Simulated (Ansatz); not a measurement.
**Eigenvalues along a path: As (diamond type)**

```
CELL_PARAMETERS angstrom
0.00000 3.05368 3.05368
3.05368 0.00000 3.05368
3.05368 3.05368 0.00000
ATOMIC_POSITIONS crystal
As 0.87500 0.87500 0.87500
As 0.12500 0.12500 0.12500
```

The cell comes from a relaxation on PAW files under the same functional, begun from a prototype that needn't be the stable phase.

All numbers are PBE results (scalar-relativistic) from Ansatz 0.2.0, with a Γ-centred 13×13×13 k mesh, Fermi–Dirac smearing of 0.08 eV, no spin polarisation. Methods: PAW: frozen-core files, cutoff 420 eV.

This run: the series' base cell.

Path points, in fractions of the reciprocal vectors: Γ (0.000, 0.000, 0.000), X (0.500, 0.000, 0.500), U (0.625, 0.250, 0.625), K (0.375, 0.375, 0.750), L (0.500, 0.500, 0.500), W (0.500, 0.250, 0.750). The distance column jumps between branches of the path. Levels in eV from the Fermi level; bands 11 to 17, counted from the lowest band of the run. The gap is zero, the pressure 0.00 GPa.

```
# k(1/Å) point b11 b12 b13 b14 b15 b16 b17
0.000 Γ -13.69 -6.05 -2.11 -2.11 -2.11 0.62 0.62
0.129 - -13.65 -6.26 -2.26 -2.26 -1.92 0.50 0.83
0.257 - -13.51 -6.78 -2.60 -2.60 -1.45 0.22 1.34
0.386 - -13.29 -7.45 -3.00 -3.00 -0.92 -0.11 2.01
0.514 - -12.98 -8.18 -3.36 -3.36 -0.51 -0.40 2.76
0.643 - -12.59 -8.92 -3.67 -3.67 -0.61 -0.33 3.52
0.772 - -12.12 -9.64 -3.90 -3.90 -0.73 -0.36 4.22
0.900 - -11.59 -10.34 -4.04 -4.04 -0.73 -0.50 4.76
1.029 X -10.99 -10.99 -4.09 -4.09 -0.65 -0.65 4.97
1.074 - -10.99 -10.98 -4.11 -4.08 -0.65 -0.60 4.94
1.120 - -11.01 -10.96 -4.17 -4.07 -0.64 -0.47 4.83
1.165 - -11.04 -10.92 -4.27 -4.04 -0.64 -0.26 4.68
1.211 - -11.09 -10.87 -4.38 -4.01 -0.63 0.02 4.50
1.256 - -11.15 -10.81 -4.49 -3.97 -0.62 0.33 4.30
1.302 - -11.22 -10.73 -4.60 -3.92 -0.61 0.68 4.10
1.347 - -11.30 -10.64 -4.69 -3.86 -0.60 1.04 3.90
1.393 U -11.39 -10.54 -4.76 -3.80 -0.60 1.40 3.72
2.023 K -11.39 -10.54 -4.76 -3.80 -0.60 1.40 3.72
2.159 - -11.73 -10.15 -4.84 -3.56 -0.63 2.24 3.25
2.295 - -12.13 -9.64 -4.69 -3.28 -0.76 2.33 2.65
2.432 - -12.54 -9.03 -4.36 -2.98 -0.99 1.95 2.06
2.568 - -12.93 -8.33 -3.87 -2.69 -1.28 1.49 1.56
2.705 - -13.25 -7.59 -3.30 -2.44 -1.57 1.10 1.15
2.841 - -13.49 -6.86 -2.73 -2.26 -1.83 0.82 0.86
2.977 - -13.64 -6.29 -2.29 -2.15 -2.03 0.66 0.68
3.114 Γ -13.69 -6.05 -2.11 -2.11 -2.11 0.62 0.62
3.225 - -13.66 -6.21 -2.17 -2.17 -2.09 0.69 0.70
3.336 - -13.56 -6.63 -2.31 -2.31 -2.08 0.90 0.90
3.448 - -13.40 -7.19 -2.48 -2.48 -2.16 1.17 1.17
3.559 - -13.18 -7.81 -2.66 -2.66 -2.30 1.43 1.43
3.671 - -12.92 -8.42 -2.82 -2.82 -2.45 1.63 1.63
3.782 - -12.66 -8.96 -2.94 -2.94 -2.58 1.76 1.76
3.893 - -12.44 -9.34 -3.01 -3.01 -2.67 1.83 1.83
4.005 L -12.35 -9.49 -3.04 -3.04 -2.70 1.85 1.85
4.096 - -12.32 -9.51 -3.43 -3.07 -2.27 1.82 1.92
4.187 - -12.25 -9.58 -3.89 -3.17 -1.71 1.74 2.15
4.277 - -12.13 -9.71 -4.26 -3.33 -1.17 1.67 2.50
4.368 - -11.97 -9.88 -4.53 -3.55 -0.67 1.61 2.91
4.459 - -11.77 -10.11 -4.67 -3.79 -0.21 1.57 3.24
4.550 - -11.53 -10.38 -4.70 -4.04 0.22 1.48 3.03
4.641 - -11.26 -10.67 -4.64 -4.28 0.62 1.29 2.95
4.732 W -10.97 -10.97 -4.49 -4.49 0.99 0.99 3.04
4.796 - -10.97 -10.97 -4.48 -4.48 0.89 0.89 3.15
4.861 - -10.97 -10.97 -4.44 -4.44 0.64 0.64 3.43
4.925 - -10.97 -10.97 -4.38 -4.38 0.34 0.34 3.79
4.989 - -10.98 -10.98 -4.31 -4.31 0.03 0.03 4.16
5.054 - -10.98 -10.98 -4.23 -4.23 -0.24 -0.24 4.49
5.118 - -10.98 -10.98 -4.15 -4.15 -0.46 -0.46 4.75
5.182 - -10.99 -10.99 -4.10 -4.10 -0.60 -0.60 4.91
5.247 X -10.99 -10.99 -4.09 -4.09 -0.65 -0.65 4.97
```
